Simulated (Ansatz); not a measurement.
Cubic perovskite LaAlO₃ (cubic high-temperature phase), treated with PBEsol in Ansatz (PAW).

Settings: plane-wave cutoff 560 eV, 6×6×6 k mesh, perturbation theory, scalar-relativistic PAW data made under PBE.

Computed at the level's own relaxed cell.

Space group Pm-3m (No. 221); a = b = c = 3.772 Å, α = β = γ = 90.00°

| atom | site | symmetry | x | y | z |
|---|---|---|---|---|---|
| La | 1a | m-3m | 0.0000 | 0.0000 | 0.0000 |
| Al | 1b | m-3m | 0.5000 | 0.5000 | 0.5000 |
| O | 3c | 4/mm.m | 0.0000 | 0.5000 | 0.5000 |

Harmonic phonon frequencies (cm⁻¹; i marks an imaginary mode; at Γ without the LO shift):

```json
[
 {"q point": "Γ", "frequencies": "0 0 0 150 150 150 275 275 275 414 414 414 672 672 672"},
 {"q point": "X", "frequencies": "93 93 202 224 224 326 326 339 357 402 402 612 666 666 676"},
 {"q point": "M", "frequencies": "38 88 126 126 307 307 355 356 356 505 516 529 529 658 739"},
 {"q point": "R", "frequencies": "127i 127i 127i 133 133 133 452 452 452 496 496 501 501 501 781"}
]
```

Imaginary modes appear, so the structure is dynamically unstable at this level.

Note: the relaxation could not lower the start's symmetry, so the cell can be a saddle point above a distorted one; the run finds an imaginary mode (127i cm⁻¹), so the cell is a saddle point at this level.

Ansatz is a quantum-chemistry and plane-wave program.
